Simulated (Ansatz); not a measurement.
One crystal and one scan (energy over volume and axial ratio) at two levels, PBEsol (plane waves to 420 eV, PAW, scalar-relativistic; Ansatz, an electronic-structure program) and PBE (plane waves to 420 eV, PAW, scalar-relativistic; Ansatz), each from its own relaxed cell and on its own mesh. The cell shown is that of PBEsol.

CsPbI3 (cubic perovskite)

```
CsPbI3
1.0
    6.24728     0.00000     0.00000
    0.00000     6.24728     0.00000
    0.00000     0.00000     6.24728
Cs Pb I
1 1 3
Direct
  0.00000   0.00000   0.00000
  0.50000   0.50000   0.50000
  0.00000   0.50000   0.50000
  0.50000   0.50000   0.00000
  0.50000   0.00000   0.50000
```

The relaxed cell is deformed in two ways at once: its volume V is scaled, and at that volume it is stretched along z (the c axis of the conventional cell) so that c/a changes. Fractional atomic positions are held.

E stands for the smeared free energy. CsPbI3 was relaxed with its symmetry unable to fall. Spin-orbit coupling is left out, though I and Pb are heavy. This is a high-temperature form of CsPbI3. Percentages come from the unrounded values.

Results of PBEsol:

| Property | Result |
|---|---|
| Lattice constant a (Å) | 6.247 |
| Shear modulus C′ = (C11 − C12)/2 (fit, atoms clamped) (GPa) | 19.3 |

Question: What does PBE give for the same quantities?

Answer: 
```csv
quantity,PBE,PBEsol − PBE
Lattice constant a (Å),6.390,-0.143 (-2.2 %)
"Shear modulus C′ = (C11 − C12)/2 (fit, atoms clamped) (GPa)",14.7,+4.6 (+32 %)
```

PBEsol gives the higher value for: shear modulus C′. PBEsol gives the lower value for: lattice constant a. Neither level is exact: the differences show how much the result hangs on the functional.

(A scan under strain: stresses follow from slopes of the energy per volume, elastic moduli from its curvatures.)
